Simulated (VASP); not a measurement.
# CoSi (Pm-3m) in VASP: single point with PBEsol

Aim: the single point of CoSi with PBEsol.

Program: VASP 6.6.1. These are calculated values, not measurements. Logs are shortened: lines on timing, memory, paths and dates and some standing lists are left out, and cuts for length are marked.

## (1) The crystal as given

The structure is cubic, space group Pm-3m (No. 221). The conventional cell has a = 2.781 Å, b = 2.781 Å, c = 2.781 Å, α = 90.00°, β = 90.00°, γ = 90.00°. Co (site symmetry m-3m) has 8 Si at 2.41 Å as nearest neighbours. Around Si (site symmetry m-3m) lie 8 Co at 2.41 Å.

Measurements of this composition are mostly on another form, of space group No. 198.

## (2) Single point, PBEsol, collinear spin, typed start

File INCAR:

```
PREC = Accurate
ENCUT = 520
EDIFF = 1E-6
ISMEAR = 0
SIGMA = 0.1
LREAL = False
LASPH = True
NELM = 150
ALGO = Normal
ISIF = 2
LWAVE = False
LCHARG = False
ISPIN = 2
MAGMOM = 3 0
LORBIT = 11
LMAXMIX = 4
GGA = PS
NBANDS = 18
```

File KPOINTS:

```
regular mesh
0
Gamma
  6 6 6
```

File POSCAR:

```
CoSi
1.0
    2.7813340000      0.0000000000      0.0000000000
    0.0000000000      2.7813340000      0.0000000000
    0.0000000000      0.0000000000      2.7813340000
Co Si
1 1
Direct
    0.0000000000      0.0000000000      0.0000000000
    0.5000000000      0.5000000000      0.5000000000
```

Potentials or basis: VASP PAW PBE potentials, release 64 (Co, Si).

Started as:

```console
$ cat potpaw_PBE.64/Co/POTCAR potpaw_PBE.64/Si/POTCAR > POTCAR
$ mpirun -np 1 vasp_std > vasp.out
```

OUTCAR:

```text
PREC = Accurate
   ENCUT = 520
   EDIFF = 1E-6
   ISMEAR = 0
   LREAL = False
   LASPH = True
   NELM = 150
   ISIF = 2
   ISPIN = 2
   LORBIT = 11
   GGA = PS

 ion  position               nearest neighbor table
   1  0.000  0.000  0.000-   2 2.41   2 2.41   2 2.41   2 2.41   2 2.41   2 2.41   2 2.41   2 2.41

   2  0.500  0.500  0.500-   1 2.41   1 2.41   1 2.41   1 2.41   1 2.41   1 2.41   1 2.41   1 2.41

  LATTYP: Found a simple cubic cell.
 ALAT       =     2.7813340000

  Lattice vectors:

 A1 = (   2.7813340000,   0.0000000000,   0.0000000000)
 A2 = (   0.0000000000,   2.7813340000,   0.0000000000)
 A3 = (   0.0000000000,   0.0000000000,   2.7813340000)

Analysis of symmetry for initial positions (statically):
=====================================================================
 Subroutine PRICEL returns:
 Original cell was already a primitive cell.

 Routine SETGRP: Setting up the symmetry group for a
 simple cubic supercell.

 Subroutine GETGRP returns: Found 48 space group operations
 (whereof 48 operations were pure point group operations)
 out of a pool of 48 trial point group operations.

The static configuration has the point symmetry O_h .

Analysis of symmetry for dynamics (positions and initial velocities):
=====================================================================
 Subroutine PRICEL returns:
 Original cell was already a primitive cell.

 Routine SETGRP: Setting up the symmetry group for a
 simple cubic supercell.

 Subroutine GETGRP returns: Found 48 space group operations
 (whereof 48 operations were pure point group operations)
 out of a pool of 48 trial point group operations.

The dynamic configuration has the point symmetry O_h .

Analysis of structural, dynamic, and magnetic symmetry:
=====================================================================
 Subroutine PRICEL returns:
 Original cell was already a primitive cell.

 Routine SETGRP: Setting up the symmetry group for a
 simple cubic supercell.

 Subroutine GETGRP returns: Found 48 space group operations
 (whereof 48 operations were pure point group operations)
 out of a pool of 48 trial point group operations.

The overall configuration has the point symmetry O_h .

 Subroutine INISYM returns: Found 48 space group operations
 (whereof 48 operations are pure point group operations),
 and found     1 'primitive' translations

----------------------------------------------------------------------------------------

                                     Primitive cell

  volume of cell :      21.5159

  direct lattice vectors                    reciprocal lattice vectors
     2.781334000  0.000000000  0.000000000     0.359539703  0.000000000  0.000000000
     0.000000000  2.781334000  0.000000000     0.000000000  0.359539703  0.000000000
     0.000000000  0.000000000  2.781334000     0.000000000  0.000000000  0.359539703

  length of vectors
     2.781334000  2.781334000  2.781334000     0.359539703  0.359539703  0.359539703

  position of ions in fractional coordinates (direct lattice)
     0.000000000  0.000000000  0.000000000
     0.500000000  0.500000000  0.500000000

  ion indices of the primitive-cell ions
   primitive index   ion index
                 1           1
                 2           2

----------------------------------------------------------------------------------------

 KPOINTS: regular mesh

Automatic generation of k-mesh.
 Grid dimensions read from file:
 generate k-points for:    6    6    6

 Generating k-lattice:

  Cartesian coordinates                     Fractional coordinates (reciprocal lattice)
     0.059923284  0.000000000  0.000000000     0.166666667  0.000000000  0.000000000
     0.000000000  0.059923284  0.000000000     0.000000000  0.166666667  0.000000000
     0.000000000  0.000000000  0.059923284     0.000000000  0.000000000  0.166666667

  Length of vectors
     0.059923284  0.059923284  0.059923284

  Shift w.r.t. Gamma in fractional coordinates (k-lattice)
     0.000000000  0.000000000  0.000000000

 Subroutine IBZKPT returns following result:
 ===========================================

 Found     20 irreducible k-points:

 Following reciprocal coordinates:
            Coordinates               Weight
  0.000000  0.000000  0.000000      1.000000
  0.166667  0.000000  0.000000      6.000000
  0.333333  0.000000  0.000000      6.000000
  0.500000  0.000000  0.000000      3.000000
  0.166667  0.166667  0.000000     12.000000
  0.333333  0.166667  0.000000     24.000000
[... 12 lines left out ...]
  0.500000  0.500000  0.333333      6.000000
  0.500000  0.500000  0.500000      1.000000
   k-points           NKPTS =     20   k-points in BZ     NKDIM =     20   number of bands    NBANDS=     18
   number of dos      NEDOS =    301   number of ions     NIONS =      2
   total plane-waves  NPLWV =  13824
   dimension x,y,z NGX =    24 NGY =   24 NGZ =   24
   dimension x,y,z NGXF=    48 NGYF=   48 NGZF=   48
   ions per type =               1   1
   NGX,Y,Z   is equivalent  to a cutoff of  14.35, 14.35, 14.35 a.u.
   NGXF,Y,Z  is equivalent  to a cutoff of  28.69, 28.69, 28.69 a.u.
 SYSTEM =  unknown system
   PREC   = accura    normal or accurate (medium, high low for compatibility)
   ISTART =      0    job   : 0-new  1-cont  2-samecut
   ICHARG =      2    charge: 1-file 2-atom 10-const
   ISPIN  =      2    spin polarized calculation?
   LNONCOLLINEAR =      F non collinear calculations
   LSORBIT =      F    spin-orbit coupling
   LASPH  =      T    aspherical Exc in radial PAW
   ENCUT  =  520.0 eV  38.22 Ry    6.18 a.u.   5.17  5.17  5.17*2*pi/ulx,y,z
   NELM   =    150;   NELMIN=  2; NELMDL= -5     # of ELM steps
   EDIFF  = 0.1E-05   stopping-criterion for ELM
   LREAL  =      F    real-space projection
   EDIFFG = 0.1E-04   stopping-criterion for IOM
   NSW    =      0    number of steps for IOM
   IBRION =     -1    ionic relax: 0-MD 1-quasi-New 2-CG
   NFREE  =      0    steps in history (QN), initial steepest desc. (CG)
   ISIF   =      2    stress and relaxation
   ISYM   =      2    0-nonsym 1-usesym 2-fastsym
   POTIM  = 0.5000    time-step for ionic-motion
   TEBEG  =    0.0;   TEEND  =   0.0 temperature during run
   PSTRESS=    0.0 pullay stress
   NELECT =      13.0000    total number of electrons
   NUPDOWN=      -1.0000    fix difference up-down
   EMIN   =  10.00;   EMAX   =-10.00  energy-range for DOS
   EFERMI =   0.00;   METHOD = LEGACY
   ISMEAR =     0;   SIGMA  =   0.10  broadening in eV -4-tet -1-fermi 0-gaus
   EFERMI_NEDOS =   21; number of points for ismear=-14 and -15
   IALGO  =     38    algorithm
   IMIX   =      4    mixing-type and parameters
     AMIX     =   0.40;   BMIX     =  1.00
     AMIX_MAG =   1.60;   BMIX_MAG =  1.00
  volume/ion in A,a.u.               =      10.76        72.60
  Fermi-wavevector in a.u.,A,eV,Ry     =   1.384000  2.615381 26.061367  1.915456
  Thomas-Fermi vector in A             =   2.508545
   LORBIT       =     11    0 simple, 1 ext, 2 COOP (PROOUT), +10 PAW based schemes
   GGA     = PS    functional components
   LHFCALC =     F    Hartree Fock is set to
   AEXX    =    0.0000 exact exchange contribution
   IVDW    =     0    specifies the selected vdW correction
   LEPSILON=     F    determine dielectric tensor
   LRPA    =     F    only Hartree local field effects (RPA)
 spin polarized calculation
 Gauss-broadening in eV      SIGMA  =   0.10
  energy-cutoff  :      520.00
  volume of cell :       21.52
 maximum number of plane-waves:       588
 NGX is ok and might be reduce to    24
   NGX = 11   NGY = 11   NGZ = 11

 number of electron      13.0000003 magnetization       0.7219576

 Free energy of the ion-electron system (eV)
  ---------------------------------------------------
  ext. energy  EPLUGINS =         0.00000000
  ---------------------------------------------------
  free energy    TOTEN  =       -14.53583520 eV

  energy without entropy =      -14.52924063  energy(sigma->0) =      -14.53253792

 E-fermi :  12.7165     XC(G=0): -13.0489

 val. band max:       12.6940392235   @ k =   0.5000   0.3333   0.0000
 cond. band min:      12.7900826218   @ k =   0.3333   0.0000   0.0000
 fundamental gap:      0.0960433983
 Fermi energy:        12.7164876137

 spin component 1

 k-point     1 :       0.0000    0.0000    0.0000
  band No.  band energies     occupation
      1      -1.5222      1.00000
      2       8.4563      1.00000
      3       8.4563      1.00000
      4      11.0340      1.00000
      5      11.0340      1.00000
      6      11.0340      1.00000
[... 10 lines left out ...]
     17      36.1336      0.00000
     18      36.1336      0.00000
[... 379 lines left out ...]
 k-point    20 :       0.5000    0.5000    0.5000
  band No.  band energies     occupation
      1       6.7137      1.00000
      2       6.7137      1.00000
      3       6.7137      1.00000
      4      11.0953      1.00000
      5      11.5269      1.00000
      6      11.5269      1.00000
[... 10 lines left out ...]
     17      43.3404      0.00000
     18      43.3404      0.00000
 Fermi energy:        12.7164876137

 spin component 2

 k-point     1 :       0.0000    0.0000    0.0000
  band No.  band energies     occupation
      1      -1.4940      1.00000
      2       9.1940      1.00000
      3       9.1940      1.00000
      4      11.5460      1.00000
      5      11.5460      1.00000
      6      11.5460      1.00000
[... 10 lines left out ...]
     17      36.1264      0.00000
     18      36.1264      0.00000
[... 379 lines left out ...]
 k-point    20 :       0.5000    0.5000    0.5000
  band No.  band energies     occupation
      1       6.9163      1.00000
      2       6.9163      1.00000
      3       6.9163      1.00000
      4      11.1055      1.00000
      5      12.6379      0.86683
      6      12.6379      0.86680
[... 10 lines left out ...]
     17      43.4233      0.00000
     18      43.4233      0.00000

------------------------ aborting loop because EDIFF is reached ----------------------------------------

  FORCE on cell =-STRESS in cart. coord.  units (eV):
  Direction    XX          YY          ZZ          XY          YZ          ZX
  --------------------------------------------------------------------------------------
  -------------------------------------------------------------------------------------
  Total       -0.7475943     -0.7475943     -0.7475943      0.0000000      0.0000000     -0.0000000
  in kB      -55.6694726    -55.6694726    -55.6694726      0.0000000      0.0000000     -0.0000000
  external PRESSURE =     -55.6694726 kB  Pullay stress =       0.0000000 kB

 VOLUME and BASIS-vectors are now :
 -----------------------------------------------------------------------------
  energy-cutoff  :      520.00
  volume of cell :       21.52
      direct lattice vectors                 reciprocal lattice vectors
     2.781334000  0.000000000  0.000000000     0.359539703  0.000000000  0.000000000
     0.000000000  2.781334000  0.000000000     0.000000000  0.359539703  0.000000000
     0.000000000  0.000000000  2.781334000     0.000000000  0.000000000  0.359539703

 POSITION                                       TOTAL-FORCE (eV/Angst)
 -----------------------------------------------------------------------------------
      0.00000      0.00000      0.00000         0.000000      0.000000      0.000000
      1.39067      1.39067      1.39067         0.000000      0.000000      0.000000
 -----------------------------------------------------------------------------------
    total drift:                                0.000000      0.000000      0.000000

  FREE ENERGIE OF THE ION-ELECTRON SYSTEM (eV)
  ---------------------------------------------------
  free  energy   TOTEN  =       -14.5358352008 eV

  energy  without entropy=      -14.5292406307  energy(sigma->0) =      -14.53253792

 total charge

# of ion       s       p       d       tot
------------------------------------------
    1        0.439   0.604   7.566   8.609
    2        0.712   0.860   0.000   1.572
--------------------------------------------------
tot          1.150   1.464   7.566  10.181

 magnetization (x)

# of ion       s       p       d       tot
------------------------------------------
    1        0.009   0.006   0.706   0.721
    2       -0.001   0.013   0.000   0.013
--------------------------------------------------
tot          0.008   0.019   0.706   0.734
```

Run time: 6.4 s. Hardware: 1 thread of Intel Xeon 6975P-C (Granite Rapids), shared host; peak memory 0.15 GiB.

What came out:

```yaml
Free_energy: -14.5358 eV
Pressure: -5.6 GPa
Band_gap_on_the_k_mesh: none (metal or under the smearing width)
Net_moment: 0.72 μB per cell
Site_moments: Co +0.72; Si +0.01 μB
Valence_electrons_inside_the_program's_atomic_spheres: Co 8.61; Si 1.57
```

Caveat: the k mesh is coarse (spacing up to 0.38 Å⁻¹), so the values aren't converged; the PAW data sets were made with another functional, which shifts forces and pressure a little.
